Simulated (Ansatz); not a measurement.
**GaAs: response to strain**

Aim: deform GaAs (zz strain of -1 %) and compute stress, forces and field gradients with LAPW, PAW and all-electron datasets made for the crystal.

Computed with Ansatz 0.2.0 (DFT PBE, scalar-relativistic, unless a step's input says otherwise).

**1. The structure to begin with**

Symmetry: F-43m, No. 216, cubic system. Conventional cell: a = 5.654 Å, b = 5.654 Å, c = 5.654 Å, α = 90.00°, β = 90.00°, γ = 90.00°. Around Ga (site symmetry -43m) lie 4 As at 2.45 Å. Around As (site symmetry -43m) lie 4 Ga at 2.45 Å.

As a file:

```
Ga As
1.0
     0.00000    2.82685    2.82685
     2.82685    0.00000    2.82685
     2.82685    2.82685    0.00000
Ga As
1 1
Direct
  0.00000 0.00000 0.00000
  0.75000 0.75000 0.75000
```

Atoms are numbered in the order of the input: Ga1, As2.

**2. The deformed structure**

Space group F-43m before, I-4m2 after.

**3. Full-potential LAPW**

input.yaml

```yaml
crystal:
  lattice:
    - [0.0, 2.82685, 2.7985815]
    - [2.82685, 0.0, 2.7985815]
    - [2.82685, 2.82685, 0.0]
  atoms:
    - { symbol: Ga, position: [0.0, 0.0, 0.0] }
    - { symbol: As, position: [0.75, 0.75, 0.75] }
kpoints:
  mp_grid: { grid: [11, 11, 11] }
  band_path:
    path:
      - [0.0, 0.0, 0.0]
      - [0.0, 0.5, 0.5]
      - [0.25, 0.75, 0.5]
      - [0.0, 0.5, 0.0]
      - [0.0, 0.0, 0.0]
      - [0.5, 0.5, 0.0]
      - [0.3775380063, 0.6224619937, 0.0]
      - [-0.3775380063, 0.3775380063, 0.0]
      - [0.0, 0.0, 0.0]
    npoints: 5
scf:
  occupations: { method: fermi_dirac, width: 0.05 }
hamiltonian:
  xc: pbe
  pseudopotentials: { kind: all_electron, lapw: { basis_error: 0.0005 } }
output:
  forces: true
  stress: true
  eigenvalues: true
```

Started as:

```bash
ansatz run input.yaml --threads 1 --pin off --max-ram 3072MiB --backend cpu --events-out ev --progress --plain --runs-dir out
```

**4. Frozen-core PAW**

input.yaml

```yaml
crystal:
  lattice:
    - [0.0, 2.82685, 2.7985815]
    - [2.82685, 0.0, 2.7985815]
    - [2.82685, 2.82685, 0.0]
  atoms:
    - { symbol: Ga, position: [0.0, 0.0, 0.0] }
    - { symbol: As, position: [0.75, 0.75, 0.75] }
kpoints:
  mp_grid: { grid: [11, 11, 11] }
scf:
  occupations: { method: fermi_dirac, width: 0.05 }
hamiltonian:
  xc: pbe
  pseudopotentials: { kind: paw }
output:
  forces: true
  stress: true
  eigenvalues: true
  efg: { contact_densities: true }
```

**5. All-electron PAW on datasets made for the crystal**

Edit input.yaml of step 4 so:

```diff
@@ -14,3 +14,3 @@
   xc: pbe
-  pseudopotentials: { kind: paw }
+  pseudopotentials: { kind: all_electron, datasets: crystal }
 output:
```

(Steps that only read results are left out.)

**Question.** What will these runs give? Wanted: pressure; largest shear or deviatoric stress.

As calculated:

| quantity | value |
| --- | --- |
| pressure | LAPW 4.07, PAW 4.07, crystal datasets 4.07 GPa |
| largest shear or deviatoric stress (LAPW) | 0.39 GPa |

In words: The largest part of the stress beyond the pressure is 0.39 GPa in size, in the zz component; the atoms are carried along and not relaxed. No run of the undeformed cell stands beside it, so the pressure holds what the given cell had before the change. PAW: stress within 0.01 GPa of LAPW. Crystal datasets: stress within 0.01 GPa of LAPW.
